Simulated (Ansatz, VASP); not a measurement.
## Ta in VASP and in Ansatz

File INCAR:

```
SYSTEM = Ta
ALGO = Normal
EDIFF = 1E-7
ENCUT = 520
GGA = PE
ISIF = 2
ISMEAR = -1
LASPH = .TRUE.
LCHARG = .FALSE.
LREAL = .FALSE.
LWAVE = .FALSE.
NBANDS = 12
NELM = 60
PREC = Accurate
SIGMA = 0.05
```

File KPOINTS:

```
k-points
0
G
  10 10 10
  0 0 0
```

Contents of POSCAR:

```
Ta
1.0
   -1.6512800000      1.6512800000      1.5852288000
    1.6512800000     -1.6512800000      1.5852288000
    1.6512800000      1.6512800000     -1.5852288000
Ta
1
Direct
    0.0000000000      0.0000000000      0.0000000000
```

input.yaml

```yaml
crystal:
  lattice:
    - [-1.65128, 1.65128, 1.5852288]
    - [1.65128, -1.65128, 1.5852288]
    - [1.65128, 1.65128, -1.5852288]
  atoms:
    - { symbol: Ta, position: [0.0, 0.0, 0.0] }
hamiltonian:
  xc: pbe
  pseudopotentials: { kind: paw }
kpoints:
  mp_grid: { grid: [10, 10, 10] }
  band_path:
    path:
      - [[0.0, 0.0, 0.0], [0.0, 0.0, 0.5], [-0.5, 0.5, 0.5], [0.0, 0.0, 0.0], [0.4804, 0.4804, -0.4804], [0.25, 0.25, 0.25], [0.0, 0.5, 0.0], [-0.4804, 0.5196, 0.4804], [-0.5, 0.5, 0.5]]
      - [[0.0, 0.0, 0.5], [0.25, 0.25, 0.25]]
    npoints: 14
scf:
  occupations: { method: fermi_dirac, width: 0.05 }
  n_extra_bands: 6
output:
  forces: true
  stress: true
  eigenvalues: true
  fatbands: true
```

Alike in both runs: functional PBE; k mesh 10 × 10 × 10; occupations fermi-dirac, width 0.05 eV; no spin polarisation.

|  | VASP | Ansatz |
| --- | --- | --- |
| version | VASP 6.6.1 | Ansatz 0.2.0 |
| potentials or method | VASP PAW PBE potentials, release 64 (Ta_pv) | Ansatz PAW |
| plane-wave cutoff (eV) | 520 | 420 |
| valence electrons in the cell | 11 | 13 |
| task | single point | band structure |

|  | VASP | Ansatz | Ansatz less VASP |
| --- | --- | --- | --- |
| gap on the k mesh at the Fermi level (eV) | none | none | - |
| pressure (GPa) | 14.0 | 13.8 | -0.19 |
| largest component of the traceless stress (GPa) | 3.50 | 3.51 | +0.010 |

A gap of «none» marks a metal or a gap that the smearing closes. With one functional, cell and mesh, what is left measures potentials, basis and numerics. The two sets of potentials don't hold the same shells in valence.

Caveats: spin-orbit coupling is left out, which moves the levels of the heavy elements (Ansatz). Spin-orbit coupling is left out, which matters for the levels of Ta.
